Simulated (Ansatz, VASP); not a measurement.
## Mg: VASP beside Ansatz

File INCAR:

```
  PREC = Accurate
  ENCUT = 520
  EDIFF = 1E-7
  ISMEAR = -1
  SIGMA = 0.08
  LREAL = F
  LASPH = T
  NELM = 60
  ALGO = Normal
  ISIF = 2
  LWAVE = F
  LCHARG = F
  GGA = CA
  NBANDS = 7
```

Contents of KPOINTS:

```
regular mesh
0
Gamma
  15 15 15
```

The input POSCAR:

```
Mg
1.0
   -1.3440167569      1.3440167569      1.3440167569
    1.3440167569     -1.3440167569      1.3440167569
    1.3440167569      1.3440167569     -1.3440167569
Mg
1
Direct
    0.0000000000      0.0000000000      0.0000000000
```

Input for Ansatz:

```yaml
crystal:
  lattice:
    - [-1.3440167569, 1.3440167569, 1.3440167569]
    - [1.3440167569, -1.3440167569, 1.3440167569]
    - [1.3440167569, 1.3440167569, -1.3440167569]
  atoms:
    - { symbol: Mg, position: [0.0, 0.0, 0.0] }
kpoints:
  mp_grid: { grid: [15, 15, 15] }
  band_path:
    path:
      - [0.0, 0.0, 0.0]
      - [0.5, -0.5, 0.5]
      - [0.0, 0.0, 0.5]
      - [0.0, 0.0, 0.0]
      - [0.25, 0.25, 0.25]
      - [0.5, -0.5, 0.5]
      - [0.25, 0.25, 0.25]
      - [0.0, 0.0, 0.5]
    npoints: 8
scf:
  occupations: { method: fermi_dirac, width: 0.08 }
hamiltonian:
  xc: lda
  pseudopotentials: { kind: all_electron, lapw: { basis_error: 0.001 } }
output:
  forces: true
  stress: true
  eigenvalues: true
  populations: true
  dos: { projected: true, de: 0.2, e_range: [-14, 8] }
```

Change from the starting cell: volume scaled by 0.45, LAPW.

Alike in both runs: task single point; functional LDA; k mesh 15 × 15 × 15; occupations fermi-dirac, width 0.08 eV; no spin polarisation.

|  | VASP | Ansatz |
| --- | --- | --- |
| version | VASP 6.6.1 | Ansatz 0.2.0 |
| potentials or method | VASP PAW LDA potentials, release 64 (Mg) | all-electron LAPW, scalar-relativistic |
| plane-wave cutoff (eV) | 520 | see its input |

Ansatz gave:

```
pressure (GPa) : 148.0
```

Question: Which values does VASP return?

Answer: Pressure (GPa): 151.1.

Ansatz ran all-electron here, so the differences hold the error of VASP's frozen core and of both bases.

Caveats: the cell as given lies far from equilibrium; so large a pressure means that the cell lies far from this level's equilibrium, or that cutoff or potentials fall short (VASP).
